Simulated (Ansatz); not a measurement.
**BeSe: the cell at several levels of theory**

Aim: relax BeSe (zincblende) with PBE and r2SCAN and see how far the functionals disagree on the cell.

Code: Ansatz 0.2.0. PAW datasets, plane waves, zero pressure. (Simulation; spin polarisation is off.)

## Step 1: The cell

This is the cell as the run starts from it, not yet at rest; its lengths are not the crystal's.

It is cubic, F-43m (No. 216); conventional cell a = 4.785 Å, 13.69 Å³ an atom. Be has 4 Se at 2.07 Å; Se has 4 Be at 2.07 Å.

The structure in full:

```cif
data_structure
_symmetry_space_group_name_H-M 'F-43m'
_symmetry_Int_Tables_number 216
_cell_length_a 4.7846
_cell_length_b 4.7846
_cell_length_c 4.7846
_cell_angle_alpha 90.000
_cell_angle_beta 90.000
_cell_angle_gamma 90.000
_cell_volume 109.53
loop_
_atom_site_label
_atom_site_type_symbol
_atom_site_symmetry_multiplicity
_atom_site_Wyckoff_symbol
_atom_site_fract_x
_atom_site_fract_y
_atom_site_fract_z
_atom_site_occupancy
Be1 Be 4 a 0.00000 0.00000 0.00000 1
Se1 Se 4 d 0.25000 0.25000 0.75000 1
```

## Step 2: PBE: cell and atoms

input.yaml reads:

```yaml
crystal:
  lattice:
    - [0.0, 2.3923085754, 2.3923085754]
    - [2.3923085754, 0.0, 2.3923085754]
    - [2.3923085754, 2.3923085754, 0.0]
  atoms:
    - { symbol: Be, position: [0.0, 0.0, 0.0] }
    - { symbol: Se, position: [0.25, 0.25, 0.25] }
kpoints:
  mp_grid: { grid: [8, 8, 8] }
hamiltonian:
  xc: pbe
scf:
  occupations: { method: fermi_dirac, width: 0.02 }
relax:
  f_tol: 0.005
  cell: {}
```

Further steps of the session: Relaxing with r2SCAN.

What does the calculation give? Wanted: for each run, a; volume; space group; SCF geometries.

As calculated:

| level | a (Å) | volume (Å³/atom) | space group | SCF geometries |
| --- | --- | --- | --- | --- |
| PBE | 5.178 | 17.352 | F-43m | 8 |
| r2SCAN | 5.162 | 17.194 | F-43m | 4 |

What this shows: From the start to the first minimum the volume moved by +26.7 %. The volume runs from r2SCAN (least) to PBE (most), a spread of 0.9 %, or 0.3 % in length if all axes shared it alike.
